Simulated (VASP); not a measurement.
Output of a VASP run:

OSZICAR:
```
       N       E                     dE             d eps       ncg     rms          rms(c)
DAV:   1    -0.695258784776E+01   -0.69526E+01   -0.15237E+00   624   0.230E+01    0.965E+00
DAV:   2    -0.694618061435E+01    0.64072E-02   -0.16326E-01   481   0.807E+00    0.633E+00
DAV:   3    -0.694651461741E+01   -0.33400E-03   -0.20977E-02   511   0.232E+00    0.392E+00
DAV:   4    -0.694611688089E+01    0.39774E-03   -0.12928E-03   461   0.483E-01    0.232E+00
DAV:   5    -0.694597355756E+01    0.14332E-03   -0.36266E-04   515   0.201E-01    0.140E+00
DAV:   6    -0.694596560479E+01    0.79528E-05   -0.99730E-05   466   0.827E-02    0.842E-01
DAV:   7    -0.694596258544E+01    0.30194E-05   -0.95066E-06   476   0.357E-02    0.510E-01
DAV:   8    -0.694596127133E+01    0.13141E-05   -0.16562E-06   366   0.142E-02    0.305E-01
DAV:   9    -0.694596124667E+01    0.24660E-07   -0.85552E-07   309   0.754E-03
   1 F= -.69459612E+01 E0= -.69459612E+01  d E =-.110810E-10
```

OUTCAR:
```
------------------------ aborting loop because EDIFF is reached ----------------------------------------
  FORCE on cell =-STRESS in cart. coord.  units (eV):
  Direction    XX          YY          ZZ          XY          YZ          ZX
  --------------------------------------------------------------------------------------
  Total       -0.9061842     -0.9061842     -0.9061842     -0.0000000      0.0000000      0.0000000
  in kB      -23.8436451    -23.8436451    -23.8436451     -0.0000000      0.0000000      0.0000000
  external PRESSURE =     -23.8436451 kB  Pullay stress =       0.0000000 kB
  volume of cell :       60.89
      direct lattice vectors                 reciprocal lattice vectors
     0.000000000  3.122540942  3.122540942    -0.160126003  0.160126003  0.160126003
     3.122540942  0.000000000  3.122540942     0.160126003 -0.160126003  0.160126003
     3.122540942  3.122540942  0.000000000     0.160126003  0.160126003 -0.160126003
 POSITION                                       TOTAL-FORCE (eV/Angst)
 -----------------------------------------------------------------------------------
      0.00000      0.00000      0.00000         0.000000      0.000000      0.000000
      1.56127      1.56127      1.56127        -0.000000     -0.000000     -0.000000
 -----------------------------------------------------------------------------------
    total drift:                                0.000067      0.000041      0.000035
  FREE ENERGIE OF THE ION-ELECTRON SYSTEM (eV)
  ---------------------------------------------------
  free  energy   TOTEN  =        -6.9459612467 eV

  energy  without entropy=       -6.9459612467  energy(sigma->0) =       -6.94596125

  exchange ACFDT corr.  =         0.00000000  see jH, gK, PRB 81, 115126
```
(Selected blocks of OUTCAR.)

POSCAR:
```
ZnTe
1
    0.0000000000     3.1225409424     3.1225409424
    3.1225409424     0.0000000000     3.1225409424
    3.1225409424     3.1225409424     0.0000000000
Zn Te
1 1
Direct
  0.0000000000   0.0000000000   0.0000000000
  0.2500000000   0.2500000000   0.2500000000
```

Question: Write an INCAR and KPOINTS that could have produced this output.

Answer: One answer among several that fit: the input of the run itself, PBE0 hybrid, plane waves, VASP's PBE PAW potentials (set 64).

INCAR:
```
SYSTEM = ZnTe
PREC = Accurate
ENCUT = 520
EDIFF = 1E-6
NELM = 60
ALGO = Normal
LREAL = .FALSE.
LASPH = .TRUE.
ISMEAR = 0
SIGMA = 0.05
GGA = PE
AEXX = 0.25
HFRCUT = -1
LHFCALC = .TRUE.
PRECFOCK = Fast
ISYM = 3
LMAXMIX = 4
LWAVE = .FALSE.
LCHARG = .FALSE.
ISIF = 2
```

KPOINTS:
```
Automatic mesh
0
Gamma
6 6 6
0 0 0
```

POTCAR, in this order: Zn Te (PBE.64 set). Program: vasp_std. Read from the step before: WAVECAR.

The compound is ZnTe in the zinc blende structure. This cell is one point of a volume scan, at 1.03 of the reference volume. The cell's shape comes from a PBE relaxation.
